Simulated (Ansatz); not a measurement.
# Co (P6_3/mmc) in Ansatz: a series of runs

Aim: see how the results for Co move with the level of theory and the settings. Levels: PBEsol, LDA. Tasks: band structure.

All numbers are computed with Ansatz 0.2.0; they aren't measurements. Logs are shortened: lines on timing, memory, paths and dates and some standing lists are left out, and cuts for length are marked.

## Step 1: The structure

The structure is hexagonal, space group P6_3/mmc (No. 194). The conventional cell has a = 2.471 Å, b = 2.471 Å, c = 8.088 Å, α = 90.00°, β = 90.00°, γ = 120.00°. Co (site symmetry -6m2) has 12 Co at 2.47 Å as nearest neighbours. Around Co (site symmetry -3m) lie 12 Co at 2.47 Å.

## Step 2: Band structure, PBEsol, collinear spin, ferromagnetic start

Contents of input.yaml:

```yaml
crystal:
  lattice:
    - [2.4705617809, 0.0, 0.0]
    - [-1.2352808905, 2.1395692639, 0.0]
    - [0.0, 0.0, 8.0882338]
  atoms:
    - { symbol: Co, position: [0.6666666667, 0.3333333333, 0.75], spin: 2.0 }
    - { symbol: Co, position: [0.0, 0.0, 0.5], spin: 2.0 }
    - { symbol: Co, position: [0.3333333333, 0.6666666667, 0.25], spin: 2.0 }
    - { symbol: Co, position: [0.0, 0.0, 0.0], spin: 2.0 }
kpoints:
  mp_grid: { grid: [12, 12, 4] }
  band_path:
    path:
      - [0.0, 0.0, 0.0]
      - [0.5, 0.0, 0.0]
      - [0.3333333333, 0.3333333333, 0.0]
      - [0.0, 0.0, 0.0]
      - [0.0, 0.0, 0.5]
      - [0.5, 0.0, 0.5]
      - [0.3333333333, 0.3333333333, 0.5]
      - [0.0, 0.0, 0.5]
    npoints: 10
scf:
  occupations: { method: fermi_dirac, width: 0.05 }
hamiltonian:
  xc: pbesol
  pseudopotentials: { kind: all_electron, lapw: { basis_error: 0.002 } }
magnetization:
  spin_polarized: true
output:
  forces: true
  stress: true
  eigenvalues: true
```

Potentials or basis: all-electron LAPW, scalar-relativistic.

On the command line:

```console
$ ansatz run input.yaml --threads 4 --pin off --max-ram 12288MiB --backend cpu --events-out ev --progress --plain --runs-dir out
```

Standard output:

```text
Warning: RAYON_NUM_THREADS=4 ignored (pool sized by the plan → 4); use --threads N
LAPW: plane waves up to 8.728 Å⁻¹, error target 2.0e-3 eV per atom; small_component_spin mean_spin; Co in spheres of 1.235 Å, 17 of its electrons in bands, Dirac shells [] (how accurate: hamiltonian.pseudopotentials.lapw.basis_error, Limitations)
Engine: ansatz 0.2.0, x86_64-unknown-linux-gnu
Pseudopotentials: kind: all_electron
Pseudopotential: Co, LAPW, valence charge 17, lapw/all_electron/scalar/gaussian/Co, Koelling and Harmon's equation, gaussian nucleus
Functional definition: PBEsol
  exchange = pbesol_x
  correlation = pbesol_c
Crystal: 4 atoms, lattice volume = 42.754 Å³
Basis set: ecut = 290.2211499879288 eV, 497 PW (Γ), exchange–correlation at level 2
Bands: 46, of which v1, the nominal top of the filled ones, is band 34 counted from 1 (33 counted from 0)
Symmetry: 24 space group operations
Space group: P63/mmc (ITA 194), of the structure as read, at distance tolerance 3.5e-5 Å
Magnetic group: BNS 194.263 (UNI 1493), of the structure as read, at distance tolerance 3.5e-5 Å
k-points: 57 of 576
Non-local potential: Co, projectors of the file, none
Initial density: superposition of atomic densities (chi_scale 0.1, normalization cell)
Starting moments: Σ|m| = 8 μB on 4 of 4 sites
Initial wavefunctions: plane waves of lowest kinetic energy (no species holds an atomic orbital)
Functional: x = pbesol(κ = 0.804, μ = 0.12345679012345678), c = pbesol(β = 0.046)
iter 1 solved again at ethr=2.81e-5 eV; its pass at ethr=1.00e-1 eV (dr2=1.91e-2 eV) is discarded
SCF iter   1: F=—  HF=-151537.394257 eV  |F-HF|=—  |Δ(HF+E_count)|=         —  Δρ=1.66e-2 (↑1.61e-2 ↓1.66e-2)  dr2=1.94e-2  dr2_m=9.67e-2  M=6.667 μB ∫|m|=6.874 μB  β_m=0.30  ethr=2.81e-5  ⟨swp⟩=3.3  Hψ=40516  notcnv=0
Mixer restart at iter 1: flushing history
preconditioner: auto → Kerker (q_TF=auto, 2.948 Å⁻¹)  [metal: Δε(μ)=0.004 eV  Ē_g=9.702 eV  σ=0.050 eV  W_gap=0.02  n_scr=12 (ndim 8)  ℏωp=34.1 eV  f_vac=0.000  D(μ)=3.93/eV (n_scr^D=52)]
spin=Collinear: Kerker preconditioning applied to the charge; magnetization (m = ρ↑ − ρ↓) channel mixes plain (no charge-response kernel on spin).
SCF iter   2: F=—  HF=-151537.526315 eV  |F-HF|=—  |Δ(HF+E_count)|=   1.32e-1  Δρ=1.20e-2 (↑1.14e-2 ↓1.20e-2)  dr2=1.17e-2  dr2_m=4.98e-2  M=6.642 μB ∫|m|=6.917 μB  β_m=0.41  ethr=2.81e-5  ⟨swp⟩=2.5  Hψ=15019  notcnv=0
SCF iter   3: F=—  HF=-151537.626235 eV  |F-HF|=—  |Δ(HF+E_count)|=   9.99e-2  Δρ=6.30e-3 (↑5.71e-3 ↓6.30e-3)  dr2=5.40e-3  dr2_m=1.21e-2  M=6.606 μB ∫|m|=6.984 μB  β_m=0.46  ethr=1.73e-5  ⟨swp⟩=3.0  Hψ=15811  notcnv=0
SCF iter   4: F=—  HF=-151537.673660 eV  |F-HF|=—  |Δ(HF+E_count)|=   4.74e-2  Δρ=1.73e-3 (↑1.25e-3 ↓1.73e-3)  dr2=1.40e-3  dr2_m=4.89e-4  M=6.582 μB ∫|m|=7.063 μB  β_m=0.73  ethr=7.94e-6  ⟨swp⟩=2.9  Hψ=15437  notcnv=0
SCF iter   5: F=—  HF=-151537.679615 eV  |F-HF|=—  |Δ(HF+E_count)|=         —  Δρ=1.98e-3 (↑3.89e-4 ↓1.98e-3)  dr2=5.26e-3  dr2_m=2.92e-4  M=6.591 μB ∫|m|=7.121 μB  β_m=0.73  ethr=2.06e-6  ⟨swp⟩=3.0  Hψ=15612  notcnv=0
the basis was enlarged: its passes take 880.2 KiB over the memory plan, 4 of 4 planned eigensolver slots
iter 6 solved again at ethr=8.02e-8 eV; its pass at ethr=2.06e-6 eV (dr2=5.46e-5 eV) is discarded
SCF iter   6: F=—  HF=-151537.678664 eV  |F-HF|=—  |Δ(HF+E_count)|=   9.51e-4  Δρ=2.37e-4 (↑9.63e-5 ↓2.37e-4)  dr2=5.44e-5  dr2_m=5.83e-6  M=6.593 μB ∫|m|=7.133 μB  β_m=0.79  ethr=8.02e-8  ⟨swp⟩=2.0  Hψ=24882  notcnv=0
SCF iter   7: F=—  HF=-151537.678676 eV  |F-HF|=—  |Δ(HF+E_count)|=   1.24e-5  Δρ=1.74e-4 (↑2.70e-5 ↓1.74e-4)  dr2=3.37e-5  dr2_m=2.91e-6  M=6.593 μB ∫|m|=7.135 μB  β_m=0.90  ethr=8.00e-8  ⟨swp⟩=2.0  Hψ=14496  notcnv=0
SCF iter   8: F=—  HF=-151537.678674 eV  |F-HF|=—  |Δ(HF+E_count)|=   1.90e-6  Δρ=1.69e-5 (↑1.69e-5 ↓8.86e-6)  dr2=1.82e-7  dr2_m=5.69e-8  M=6.593 μB ∫|m|=7.134 μB  β_m=0.82  ethr=4.95e-8  ⟨swp⟩=2.0  Hψ=14498  notcnv=0
SCF iter   9: F=—  HF=-151537.678674 eV  |F-HF|=—  |Δ(HF+E_count)|=   4.67e-8  Δρ=7.93e-6 (↑7.93e-6 ↓3.68e-6)  dr2=1.21e-7  dr2_m=3.58e-9  M=6.593 μB ∫|m|=7.134 μB  β_m=0.91  ethr=2.67e-10  ⟨swp⟩=2.0  Hψ=14500  notcnv=0
SCF iter  10: F=-151537.678674 eV  HF=-151537.678674 eV  |F-HF|=1.04e-8  |Δ(HF+E_count)|=   7.89e-9  Δρ=2.05e-6 (↑1.55e-6 ↓2.05e-6)  dr2=1.19e-8  dr2_m=9.87e-11  M=6.593 μB ∫|m|=7.134 μB  ethr=1.77e-10  ⟨swp⟩=2.0  Hψ=14497  notcnv=0
SCF 1 converged in 10 iterations: F = -151537.678674 eV  dr2 = 1.19e-8
NSCF: frozen V_eff on 71 k-points
SCF converged after 10 iterations
Magnetization: 6.5932 μB (37.2966 up, 30.7034 down)
Absolute magnetization: 7.1345 μB (∫|ρ↑−ρ↓|)
Spin contamination: 0.0953 ħ² per cell (⟨S²⟩ above its minimum at these occupations)
Per-site moments (μB) at R_I (Å): [(1.7037195748290443, 1.2352808720491368), (1.68509066879672, 1.2352808720491368), (1.7037195748290443, 1.2352808720491368), (1.68509066879672, 1.2352808720491368)]
Free energy (F): -151537.678674 eV
Harris-Foulkes:  -151537.678674 eV  (|F-HF|=1.04e-8)
Internal energy: -151537.644964 eV  (E = F + TS)
E sigma→0 (E₀):  -151537.661819 eV
Entropy (-TS):   -0.033710 eV (-8.427 meV/atom)
Fermi energy:    19.307264 eV
--- Per-component energies (eV) ---
  E_band       = -933.493905
  E_kinetic    = 153770.425831
  E_xc         = -6363.629490
  E_electrostatic = -298944.441304  (all electrons and nuclei)
  E_smearing   = -0.033710  (= −TS)
  E_closure    = 0.000000  (closes the sum)
  E_atoms      = -151501.757459  (free atoms, spherical and without spin; not in F)
  Σ components = -151537.678674   (vs F -151537.678674, Δ=0.00e0)
  Basis errors (estimates in eV, not in F): energy 4.7e-4 per atom: plane waves 4.0e-4 (2.1e-4 summed), levels above the bands 1.2e-103, relativity 2.1e-8, radial functions 6.3e-5, core shells 1.3e-9; eigenvalues (radial functions only) 1.8e-6; not estimated: angular momenta, meshes, grids; target (lapw.basis_error) 2.0e-3; muffin-tin radii Co 1.235 Å
--- Forces (eV/Å), atoms counted from 1 ---
  atom   1  Co     0.00000000     0.00000000     0.00000000
  atom   2  Co    -0.00000000    -0.00000000     0.00000000
  atom   3  Co    -0.00000000    -0.00000000     0.00000000
  atom   4  Co    -0.00000000     0.00000000     0.00000000
  max |Σ_I F_I| component: 9.25e-18 eV/Å
--- Stress (GPa, compression-positive) ---
       -4.483490      -0.000000       0.000000
       -0.000000      -4.483490       0.000000
        0.000000       0.000000      -8.448630
  P = ⅓ Tr σ = -5.8052 GPa (-58.052 kbar)
--- Band table (eV; the first three rows and the last of 114) ---
  k-point 0 ↑: bands = ["-76.5418", "-76.5254", "-76.4896", "-76.4732", "-40.0936", "-39.9593", "-39.8815", "-39.7757", "-39.7757", "-39.7574", "-39.7574", "-39.7450", "-39.7450", "-39.7449", "-39.7267", "-39.7267", "10.0766", "12.3007", "12.3251", "13.9557", "16.2007", "16.2332", "16.4946", "16.4946", "16.5321", "16.5321", "16.5464", "16.7853", "16.7853", "16.8559", "16.8559", "17.4864", "17.4864", "17.8165", "17.8165", "18.1347", "18.1347", "18.5329", "18.5329", "18.8565", "25.4812", "33.9558", "33.9598", "40.9877", "41.5574", "42.5030"]
  k-point 1 ↑: bands = ["-76.5399", "-76.5287", "-76.4864", "-76.4751", "-40.0812", "-39.9960", "-39.8445", "-39.7739", "-39.7739", "-39.7622", "-39.7622", "-39.7576", "-39.7402", "-39.7402", "-39.7284", "-39.7284", "10.2335", "11.4171", "13.1739", "13.9141", "16.2598", "16.4596", "16.5033", "16.5218", "16.5218", "16.5605", "16.5605", "16.7430", "16.7430", "16.8069", "16.8069", "17.5433", "17.5433", "17.7685", "17.7685", "18.2096", "18.2096", "18.2784", "18.4847", "18.4847", "26.3740", "31.0673", "36.9809", "41.0788", "41.4362", "42.2263"]
  k-point 2 ↑: bands = ["-76.5349", "-76.5349", "-76.4802", "-76.4802", "-40.0461", "-40.0461", "-39.7935", "-39.7935", "-39.7691", "-39.7691", "-39.7691", "-39.7691", "-39.7333", "-39.7333", "-39.7333", "-39.7333", "10.6932", "10.6932", "13.7141", "13.7141", "16.3907", "16.3907", "16.5798", "16.5798", "16.5798", "16.5798", "16.7197", "16.7197", "16.7197", "16.7197", "17.2116", "17.2116", "17.6612", "17.6612", "17.6612", "17.6612", "18.3584", "18.3584", "18.3584", "18.3584", "28.4516", "28.4516", "39.9391", "39.9391", "41.3261", "41.3261"]
  k-point 56 ↓: bands = ["-74.3920", "-74.3920", "-74.3836", "-74.3836", "-37.9931", "-37.9931", "-37.9694", "-37.9694", "-37.9279", "-37.9279", "-37.9141", "-37.9141", "-37.8137", "-37.8137", "-37.7990", "-37.7990", "16.3699", "16.3699", "16.4850", "16.4850", "16.4872", "16.4872", "16.5779", "16.5779", "17.5953", "17.5953", "17.6724", "17.6724", "19.0210", "19.0210", "19.5677", "19.5677", "20.2911", "20.2911", "20.4027", "20.4027", "25.0384", "25.0384", "25.5645", "25.5645", "26.1911", "26.1911", "29.0202", "29.0202", "30.7647", "30.7647"]
```

It took 15 s on 4 threads of Intel Xeon 6975P-C (Granite Rapids), shared host; peak memory 0.87 GiB.

Results:

```yaml
Free_energy: -151537.6787 eV
Pressure: -5.8 GPa
Band_gap_along_the_path: none (metal or under the smearing width)
Net_moment: 6.59 μB per cell
Absolute_moment: 7.13 μB per cell
Site_moments: Co +1.70, +1.69 μB
```

Levels at the corners of the path, in eV from the Fermi level:
Spin up:
| point | band 34 | band 35 | band 36 | band 37 | band 38 | band 39 | band 40 | band 41 | band 42 | band 43 |
| --- | --- | --- | --- | --- | --- | --- | --- | --- | --- | --- |
| Γ | -1.49 | -1.49 | -1.17 | -1.17 | -0.77 | -0.77 | -0.45 | 6.17 | 14.65 | 14.65 |
| M | -0.53 | -0.52 | -0.50 | 0.14 | 1.24 | 2.43 | 3.03 | 6.96 | 6.99 | 10.30 |
| K | -0.88 | -0.88 | -0.81 | 4.82 | 4.82 | 5.32 | 5.69 | 6.42 | 6.42 | 8.28 |
| Γ | -1.49 | -1.49 | -1.17 | -1.17 | -0.77 | -0.77 | -0.45 | 6.17 | 14.65 | 14.65 |
| A | -1.65 | -1.65 | -1.65 | -0.95 | -0.95 | -0.95 | -0.95 | 9.14 | 9.14 | 20.63 |
| L | -0.66 | -0.54 | -0.54 | 1.18 | 1.18 | 2.72 | 2.72 | 7.30 | 7.30 | 9.24 |
| H | -0.89 | -0.75 | -0.75 | 4.89 | 4.89 | 5.48 | 5.48 | 6.05 | 6.05 | 9.08 |
| A | -1.65 | -1.65 | -1.65 | -0.95 | -0.95 | -0.95 | -0.95 | 9.14 | 9.14 | 20.63 |
Spin down:
```csv
point,band 28,band 29,band 30,band 31,band 32,band 33,band 34,band 35
Γ,-0.85,-0.85,-0.80,-0.80,-0.42,0.07,0.07,0.43
M,-0.08,-0.05,0.46,1.24,1.26,1.26,1.30,1.36
K,-1.46,-0.30,-0.30,0.46,0.46,0.87,0.92,0.92
Γ,-0.85,-0.85,-0.80,-0.80,-0.42,0.07,0.07,0.43
A,-1.05,-0.94,-0.94,-0.94,-0.94,0.25,0.25,0.25
L,-0.85,-0.25,-0.25,0.85,0.85,1.26,1.26,1.37
H,-1.63,-0.29,-0.29,0.26,0.26,0.98,0.98,1.10
A,-1.05,-0.94,-0.94,-0.94,-0.94,0.25,0.25,0.25
```

## Step 3: Band structure, LDA, collinear spin, ferromagnetic start

input.yaml: that of step 2 with these lines changed.

```diff
@@ -26,3 +26,3 @@
 hamiltonian:
-  xc: pbesol
+  xc: lda
   pseudopotentials: { kind: all_electron, lapw: { basis_error: 0.002 } }
```

Potentials or basis: all-electron LAPW, scalar-relativistic.

On the command line:

```console
$ ansatz run input.yaml --threads 4 --pin off --max-ram 12288MiB --backend cpu --events-out ev --progress --plain --runs-dir out
```

Standard output:

```text
Warning: RAYON_NUM_THREADS=4 ignored (pool sized by the plan → 4); use --threads N
LAPW: plane waves up to 8.731 Å⁻¹, error target 2.0e-3 eV per atom; small_component_spin mean_spin; Co in spheres of 1.235 Å, 17 of its electrons in bands, Dirac shells [] (how accurate: hamiltonian.pseudopotentials.lapw.basis_error, Limitations)
[... 3 set-up lines as earlier in the session ...]
Functional definition: SPW92
  exchange = slater_x
  correlation = pw_c
[... 50 lines left out ...]
--- Forces (eV/Å), atoms counted from 1 ---
  atom   1  Co     0.00000000     0.00000000     0.00000000
  atom   2  Co     0.00000000    -0.00000000     0.00000000
  atom   3  Co    -0.00000000    -0.00000000     0.00000000
  atom   4  Co    -0.00000000     0.00000000     0.00000000
  max |Σ_I F_I| component: 4.63e-18 eV/Å
--- Stress (GPa, compression-positive) ---
      -13.538502      -0.000000       0.000000
       -0.000000     -13.538502       0.000000
        0.000000       0.000000     -17.136109
  P = ⅓ Tr σ = -14.7377 GPa (-147.377 kbar)
--- Band table (eV; the first three rows and the last of 114) ---
  k-point 0 ↑: bands = ["-76.2030", "-76.1846", "-76.1535", "-76.1351", "-40.0255", "-39.8827", "-39.8180", "-39.7064", "-39.7064", "-39.6876", "-39.6876", "-39.6754", "-39.6754", "-39.6727", "-39.6566", "-39.6566", "9.8434", "12.0718", "12.0895", "13.7375", "16.0037", "16.0377", "16.3168", "16.3168", "16.3483", "16.3483", "16.3559", "16.6015", "16.6015", "16.6683", "16.6683", "17.3335", "17.3335", "17.6653", "17.6653", "17.9715", "17.9715", "18.3745", "18.3745", "18.6381", "25.2655", "33.7307", "33.7369", "40.7880", "41.3542", "42.2946"]
  k-point 1 ↑: bands = ["-76.2009", "-76.1884", "-76.1497", "-76.1371", "-40.0128", "-39.9240", "-39.7763", "-39.7046", "-39.7046", "-39.6926", "-39.6926", "-39.6858", "-39.6704", "-39.6704", "-39.6583", "-39.6583", "10.0003", "11.1843", "12.9444", "13.6945", "16.0659", "16.2588", "16.3125", "16.3442", "16.3442", "16.3780", "16.3780", "16.5588", "16.5588", "16.6191", "16.6191", "17.3898", "17.3898", "17.6159", "17.6159", "18.0480", "18.0480", "18.0628", "18.3259", "18.3259", "26.1567", "30.8452", "36.7560", "40.8797", "41.2320", "42.0191"]
  k-point 2 ↑: bands = ["-76.1954", "-76.1954", "-76.1426", "-76.1426", "-39.9765", "-39.9765", "-39.7229", "-39.7229", "-39.6996", "-39.6996", "-39.6996", "-39.6996", "-39.6634", "-39.6634", "-39.6634", "-39.6634", "10.4602", "10.4602", "13.4903", "13.4903", "16.1987", "16.1987", "16.4024", "16.4024", "16.4024", "16.4024", "16.5315", "16.5315", "16.5315", "16.5315", "17.0028", "17.0028", "17.5074", "17.5074", "17.5074", "17.5074", "18.1985", "18.1985", "18.1985", "18.1985", "28.2317", "28.2317", "39.7157", "39.7157", "41.1287", "41.1287"]
  k-point 56 ↓: bands = ["-74.1988", "-74.1988", "-74.1915", "-74.1915", "-38.0842", "-38.0842", "-38.0597", "-38.0597", "-38.0201", "-38.0201", "-38.0042", "-38.0042", "-37.8987", "-37.8987", "-37.8837", "-37.8837", "16.0809", "16.0809", "16.2234", "16.2234", "16.2407", "16.2407", "16.3344", "16.3344", "17.3337", "17.3337", "17.3825", "17.3825", "18.6866", "18.6866", "19.2220", "19.2220", "19.9590", "19.9590", "20.0877", "20.0877", "24.8432", "24.8432", "25.3496", "25.3496", "25.9759", "25.9759", "28.8484", "28.8484", "30.5351", "30.5351"]
```

bands.tsv:

```text
[... 85 lines left out ...]
```

Run time: 15 s. Hardware: 4 threads of Intel Xeon 6975P-C (Granite Rapids), shared host; peak memory 0.87 GiB.

What came out:

- Free energy: -151417.0147 eV
- Pressure: -14.7 GPa
- Band gap along the path: none (metal or under the smearing width)
- Net moment: 6.36 μB per cell
- Absolute moment: 6.76 μB per cell
- Site moments: Co +1.63, +1.62 μB

Levels at the corners of the path, in eV from the Fermi level:
Spin up:
```tsv
point	band 34	band 35	band 36	band 37	band 38	band 39	band 40	band 41	band 42	band 43
Γ	-1.35	-1.35	-1.04	-1.04	-0.64	-0.64	-0.38	6.25	14.71	14.72
M	-0.40	-0.40	-0.38	0.21	1.30	2.52	3.11	7.04	7.06	10.38
K	-0.77	-0.77	-0.68	4.92	4.92	5.39	5.77	6.50	6.50	8.35
Γ	-1.35	-1.35	-1.04	-1.04	-0.64	-0.64	-0.38	6.25	14.71	14.72
A	-1.51	-1.51	-1.51	-0.82	-0.82	-0.82	-0.82	9.22	9.22	20.70
L	-0.53	-0.41	-0.41	1.28	1.28	2.80	2.80	7.36	7.36	9.33
H	-0.76	-0.63	-0.63	4.99	4.99	5.55	5.55	6.13	6.13	9.16
A	-1.51	-1.51	-1.51	-0.82	-0.82	-0.82	-0.82	9.22	9.22	20.70
```
Spin down:
```
point  band 27  band 28  band 29  band 30  band 31  band 32  band 33  band 34  band 35  band 36
    Γ    -1.16    -0.88    -0.88    -0.83    -0.83    -0.21     0.00     0.00     0.37     0.37
    M    -0.83    -0.12    -0.11     0.62     1.18     1.19     1.21     1.26     1.33     1.34
    K    -1.72    -1.48    -0.34    -0.34     0.40     0.40     0.83     0.90     0.90     1.04
    Γ    -1.16    -0.88    -0.88    -0.83    -0.83    -0.21     0.00     0.00     0.37     0.37
    A    -1.09    -1.09    -0.97    -0.97    -0.97    -0.97     0.19     0.19     0.19     0.19
    L    -0.83    -0.83    -0.22    -0.22     0.80     0.80     1.21     1.21     1.33     1.33
    H    -1.63    -1.63    -0.33    -0.33     0.21     0.21     0.94     0.94     1.07     1.07
    A    -1.09    -1.09    -0.97    -0.97    -0.97    -0.97     0.19     0.19     0.19     0.19
```
